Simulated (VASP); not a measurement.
# TiO2 (P4_2/mnm) in VASP: settings compared

The runs below take TiO2 through band structure, with PBEsol, HSE06.

Everything below comes from runs of VASP 6.6.1. Logs are shortened: lines on timing, memory, paths and dates and some standing lists are left out, and cuts for length are marked.

**What was measured.**

From “Shallow Valence Band of Rutile GeO2 and P-type Doping”, 2020, arxiv:2011.08928, for a bulk crystal of TiO2 at 1.6 K: band gap 3.03 eV (direct).

The results are compared with them further down.

## 1. Starting point

Symmetry: P4_2/mnm, No. 136, tetragonal system. The conventional cell has a = 4.593 Å, b = 4.593 Å, c = 2.942 Å, α = 90.00°, β = 90.00°, γ = 90.00°. Ti (site symmetry mmm) is surrounded by 6 O at 1.94 to 1.98 Å. Around O (site symmetry m2m) lie 3 Ti at 1.94 to 1.98 Å.

## 2. Band structure, PBEsol

INCAR reads:

```
ALGO = Normal
EDIFF = 1E-6
ENCUT = 520
GGA = PS
ISIF = 2
ISMEAR = 0
KPAR = 4
LASPH = T
LCHARG = F
LMAXMIX = 4
LREAL = F
LWAVE = F
NBANDS = 33
NELM = 80
PREC = Accurate
SIGMA = 0.03
```

KPOINTS reads:

```
k-points
0
Gamma
  4 4 6
```

POSCAR reads:

```
TiO2                                    
1.0
    4.5927071365     -0.0000000000      0.0000000000
    0.0000000000      4.5927071365      0.0000000000
    0.0000000000      0.0000000000      2.9417409262
  Ti              O             
     2     4
Direct
     0.0000000000000000    1.0000000000000000    1.0000000000000000
     0.5000000000000000    0.5000000000000000    0.5000000000000000
     0.3043249358259531    0.3043249358259531    0.0000000000000000
     0.1956750641740469    0.8043249358259531    0.5000000000000000
     0.6956750641740469    0.6956750641740469    1.0000000000000000
     0.8043249358259531    0.1956750641740469    0.5000000000000000
```

KPOINTS_OPT reads:

```
explicit points
6
Reciprocal
 0.0000000000  0.0000000000  0.0000000000 1
 0.5000000000  0.5000000000  0.5000000000 1
 0.5000000000  0.5000000000  0.0000000000 1
 0.0000000000  0.5000000000  0.5000000000 1
 0.0000000000  0.5000000000  0.0000000000 1
 0.0000000000  0.0000000000  0.5000000000 1
```

Potentials or basis: VASP PAW PBE potentials, release 64 (Ti_sv, O).

Started as:

```
> cat potpaw_PBE.64/Ti_sv/POTCAR potpaw_PBE.64/O/POTCAR > POTCAR
> mpirun -np 4 vasp_std > vasp.out
```

OUTCAR:

```text
EDIFF = 1E-6
   ENCUT = 520
   GGA = PS
   ISIF = 2
   ISMEAR = 0
   LASPH = T
   LREAL = F
   NELM = 80
   PREC = Accurate

 ion  position               nearest neighbor table
   1  0.000  0.000  0.000-   4 1.94   6 1.94   4 1.94   6 1.94   5 1.98   3 1.98
   2  0.500  0.500  0.500-   3 1.94   5 1.94   3 1.94   5 1.94   4 1.98   6 1.98
   3  0.304  0.304  0.000-   2 1.94   2 1.94   1 1.98
   4  0.196  0.804  0.500-   1 1.94   1 1.94   2 1.98
   5  0.696  0.696  0.000-   2 1.94   2 1.94   1 1.98
   6  0.804  0.196  0.500-   1 1.94   1 1.94   2 1.98

  LATTYP: Found a simple tetragonal cell.
 ALAT       =     4.5927071365
 C/A-ratio  =     0.6405243876

  Lattice vectors:

 A1 = (   4.5927071365,   0.0000000000,   0.0000000000)
 A2 = (   0.0000000000,   4.5927071365,   0.0000000000)
 A3 = (   0.0000000000,   0.0000000000,   2.9417409262)

Analysis of symmetry for initial positions (statically):
=====================================================================
 Subroutine PRICEL returns:
 Original cell was already a primitive cell.

 Routine SETGRP: Setting up the symmetry group for a
 simple tetragonal supercell.

 Subroutine GETGRP returns: Found 16 space group operations
 (whereof  8 operations were pure point group operations)
 out of a pool of 16 trial point group operations.

The static configuration has the point symmetry D_2h.
 The point group associated with its full space group is D_4h.

Analysis of symmetry for dynamics (positions and initial velocities):
=====================================================================
 Subroutine PRICEL returns:
 Original cell was already a primitive cell.

 Routine SETGRP: Setting up the symmetry group for a
 simple tetragonal supercell.

 Subroutine GETGRP returns: Found 16 space group operations
 (whereof  8 operations were pure point group operations)
 out of a pool of 16 trial point group operations.

The dynamic configuration has the point symmetry D_2h.
 The point group associated with its full space group is D_4h.

 Subroutine INISYM returns: Found 16 space group operations
 (whereof  8 operations are pure point group operations),
 and found     1 'primitive' translations

----------------------------------------------------------------------------------------

[... 99 lines left out ...]
   EDIFF  = 0.1E-05   stopping-criterion for ELM
   LREAL  =      F    real-space projection
   EDIFFG = 0.1E-04   stopping-criterion for IOM
   NSW    =      0    number of steps for IOM
   IBRION =     -1    ionic relax: 0-MD 1-quasi-New 2-CG
   NFREE  =      0    steps in history (QN), initial steepest desc. (CG)
   ISIF   =      2    stress and relaxation
   ISYM   =      2    0-nonsym 1-usesym 2-fastsym
   POTIM  = 0.5000    time-step for ionic-motion
   TEBEG  =    0.0;   TEEND  =   0.0 temperature during run
   PSTRESS=    0.0 pullay stress
   NELECT =      48.0000    total number of electrons
   NUPDOWN=      -1.0000    fix difference up-down
   EMIN   =  10.00;   EMAX   =-10.00  energy-range for DOS
   EFERMI =   0.00;   METHOD = LEGACY
   ISMEAR =     0;   SIGMA  =   0.03  broadening in eV -4-tet -1-fermi 0-gaus
   EFERMI_NEDOS =   21; number of points for ismear=-14 and -15
   IALGO  =     38    algorithm
   IMIX   =      4    mixing-type and parameters
     AMIX     =   0.40;   BMIX     =  1.00
     AMIX_MAG =   1.60;   BMIX_MAG =  1.00
  volume/ion in A,a.u.               =      10.34        69.79
  Fermi-wavevector in a.u.,A,eV,Ry     =   1.502823  2.839924 30.728459  2.258478
  Thomas-Fermi vector in A             =   2.614014
   LORBIT       =      0    0 simple, 1 ext, 2 COOP (PROOUT), +10 PAW based schemes
   GGA     = PS    functional components
   LHFCALC =     F    Hartree Fock is set to
   AEXX    =    0.0000 exact exchange contribution
   IVDW    =     0    specifies the selected vdW correction
   LEPSILON=     F    determine dielectric tensor
   LRPA    =     F    only Hartree local field effects (RPA)
 non-spin polarized calculation
 Gauss-broadening in eV      SIGMA  =   0.03
  energy-cutoff  :      520.00
  volume of cell :       62.05
 maximum number of plane-waves:      1696
 NGX is ok and might be reduce to    36
   NGX = 17   NGY = 17   NGZ = 11

 number of electron      48.0000019 magnetization

 Free energy of the ion-electron system (eV)
  ---------------------------------------------------
  ext. energy  EPLUGINS =         0.00000000
  ---------------------------------------------------
  free energy    TOTEN  =       -56.09775830 eV

  energy without entropy =      -56.09775830  energy(sigma->0) =      -56.09775830

 E-fermi :   4.9709     XC(G=0): -11.7346

 val. band max:        4.7901517821   @ k =   0.0000   0.0000   0.0000
 cond. band min:       6.6202757618   @ k =   0.0000   0.0000   0.0000
 fundamental gap:      1.8301239797
 Fermi energy:         4.9709106916

 k-point     1 :       0.0000    0.0000    0.0000
  band No.  band energies     occupation
      1     -51.8457      2.00000
      2     -51.8275      2.00000
      3     -28.2745      2.00000
      4     -28.2745      2.00000
      5     -28.1012      2.00000
      6     -28.1012      2.00000
[... 853 lines left out ...]
     32      10.7830      0.00000
     33      10.9180      0.00000

------------------------ aborting loop because EDIFF is reached ----------------------------------------

  FORCE on cell =-STRESS in cart. coord.  units (eV):
  Direction    XX          YY          ZZ          XY          YZ          ZX
  --------------------------------------------------------------------------------------
  -------------------------------------------------------------------------------------
  Total        0.0951960      0.0951960      0.1132267      0.0000000      0.0000000      0.0000000
  in kB        2.4580307      2.4580307      2.9235971      0.0000000      0.0000000      0.0000000
  external PRESSURE =       2.6132195 kB  Pullay stress =       0.0000000 kB

 VOLUME and BASIS-vectors are now :
 -----------------------------------------------------------------------------
  energy-cutoff  :      520.00
  volume of cell :       62.05
      direct lattice vectors                 reciprocal lattice vectors
     4.592707136  0.000000000  0.000000000     0.217736505  0.000000000  0.000000000
     0.000000000  4.592707136  0.000000000     0.000000000  0.217736505  0.000000000
     0.000000000  0.000000000  2.941740926     0.000000000  0.000000000  0.339934761

 POSITION                                       TOTAL-FORCE (eV/Angst)
 -----------------------------------------------------------------------------------
      0.00000      0.00000      0.00000         0.000000     -0.000000      0.000000
      2.29635      2.29635      1.47087         0.000000     -0.000000      0.000000
      1.39768      1.39768      0.00000        -0.000420     -0.000420     -0.000000
      0.89868      3.69403      1.47087         0.000420     -0.000420     -0.000000
      3.19503      3.19503      0.00000         0.000420      0.000420      0.000000
      3.69403      0.89868      1.47087        -0.000420      0.000420      0.000000
 -----------------------------------------------------------------------------------
    total drift:                               -0.000000      0.000000     -0.000000

  FREE ENERGIE OF THE ION-ELECTRON SYSTEM (eV)
  ---------------------------------------------------
  free  energy   TOTEN  =       -56.0977583023 eV

  energy  without entropy=      -56.0977583023  energy(sigma->0) =      -56.09775830
```

stdout:

```text
POSCAR found type information on POSCAR TiO
 POSCAR found :  2 types and       6 ions
 scaLAPACK will be used
 -----------------------------------------------------------------------------
|                                                                             |
|                                                                             |
|     You enforced a specific xc type in the INCAR file but a different       |
|     I HOPE YOU KNOW WHAT YOU ARE DOING!                                     |
|                                                                             |
 -----------------------------------------------------------------------------

 LDA part: xc-table for (Slater+PW92), standard interpolation
 POSCAR, INCAR and KPOINTS ok, starting setup
 FFT: planning ... GRIDC
 FFT: planning ... GRID_SOFT
 FFT: planning ... GRID
 WAVECAR not read
 entering main loop
 Start KPOINTS_OPT (optional k-point list driver)
k-point batch [1-6\6]
```

It took 14 s on 4 MPI ranks of Intel Xeon Platinum 8488C (Sapphire Rapids), shared host; peak memory 0.21 GiB.

Results:

```yaml
Free_energy: -56.0978 eV
Pressure: 0.3 GPa
Band_gap_on_the_k_mesh: 1.83 eV, direct
Band_gap_along_the_path: 1.83 eV, direct
```

Caveat: the PAW data sets were made with another functional, which shifts forces and pressure a little.

## 3. Band structure, HSE06

POSCAR is that of step 2.

INCAR.step1 reads:

```
ALGO = Normal
EDIFF = 1E-5
ENCUT = 520
GGA = PE
ISIF = 2
ISMEAR = 0
KPAR = 4
LASPH = T
LCHARG = F
LMAXMIX = 4
LREAL = F
LWAVE = T
NBANDS = 33
NELM = 80
PREC = Accurate
SIGMA = 0.03
```

INCAR.step2 reads:

```
ALGO = Normal
EDIFF = 1E-6
ENCUT = 520
GGA = PE
HFSCREEN = 0.2
ISIF = 2
ISMEAR = 0
ISTART = 1
KPAR = 4
LASPH = T
LCHARG = F
LHFCALC = T
LMAXMIX = 4
LREAL = F
LWAVE = F
NBANDS = 33
NELM = 80
PREC = Accurate
PRECFOCK = Fast
SIGMA = 0.03
```

KPOINTS is that of step 2.

KPOINTS_OPT is that of step 2.

Potentials or basis: VASP PAW PBE potentials, release 64 (Ti_sv, O).

Started as:

```
> cat potpaw_PBE.64/Ti_sv/POTCAR potpaw_PBE.64/O/POTCAR > POTCAR
> cp INCAR.step1 INCAR
> mpirun -np 4 vasp_std > vasp.out
> cp INCAR.step2 INCAR
> mpirun -np 4 vasp_std > vasp.out
```

Wall time 44 min (4 MPI ranks of Intel Xeon Platinum 8488C (Sapphire Rapids), shared host); peak memory 0.37 GiB.

The run converged. Its results:

| Quantity | Value |
| --- | --- |
| Free energy | -66.4074 eV |
| Pressure | -0.7 GPa |
| Largest force | 0.126 eV/Å |
| Band gap on the k mesh | 3.39 eV, direct |
| Band gap along the path | 3.39 eV, direct |

Forces on the atoms (eV/Å):
```
Ti   0.000  0.000  0.000
Ti   0.000  0.000  0.000
O    0.089  0.089  0.000
O   -0.089  0.089  0.000
O   -0.089 -0.089  0.000
O    0.089 -0.089  0.000
```

Stress tensor (GPa, compression positive):
```
-1.01  0.00  0.00
 0.00 -1.01  0.00
 0.00  0.00 -0.01
```

Levels at points of the mesh, in eV from the valence-band top:
```
           k point  band 21  band 22  band 23  band 24  band 25  band 26  band 27  band 28
(0.00, 0.00, 0.00)    -0.73    -0.44    -0.44     0.00     3.39     3.69     4.02     4.11
(0.50, 0.00, 0.00)    -1.74    -1.74    -0.82    -0.82     4.13     4.13     4.70     4.70
(0.50, 0.50, 0.00)    -1.42    -1.42    -1.14    -1.14     3.40     3.40     4.14     4.14
(0.00, 0.00, 0.50)    -2.52    -2.52    -1.61    -1.61     4.59     4.59     4.97     4.97
(0.50, 0.00, 0.50)    -2.23    -2.23    -1.13    -1.13     3.43     3.43     5.01     5.01
(0.50, 0.50, 0.50)    -1.37    -1.37    -0.75    -0.75     4.19     4.19     4.87     4.87
```

Caveat: the PAW data sets were made with another functional, which shifts forces and pressure a little.

## 4. Comparison with measurements

Step 2. A measured gap of TiO2 is 3.03 eV (direct; 1.6 K; quoted in “Shallow Valence Band of Rutile GeO2 and P-type Doping”, 2020, arxiv:2011.08928); the calculated 1.83 eV misses it by -1.20 eV. 2 values of this kind are on record in papers (3.03 to 3.05 eV); this one was drawn at random among those near their median. The value is that of PBEsol, without temperature or zero-point motion. Semilocal functionals fall short of measured gaps as a rule.

Step 3. A measured gap of TiO2 is 3.03 eV (direct; 1.6 K; quoted in “Shallow Valence Band of Rutile GeO2 and P-type Doping”, 2020, arxiv:2011.08928); the calculated 3.39 eV misses it by +0.36 eV. 2 values of this kind are on record in papers (3.03 to 3.05 eV); this one was drawn at random among those near their median. The value is that of HSE06, without temperature or zero-point motion.
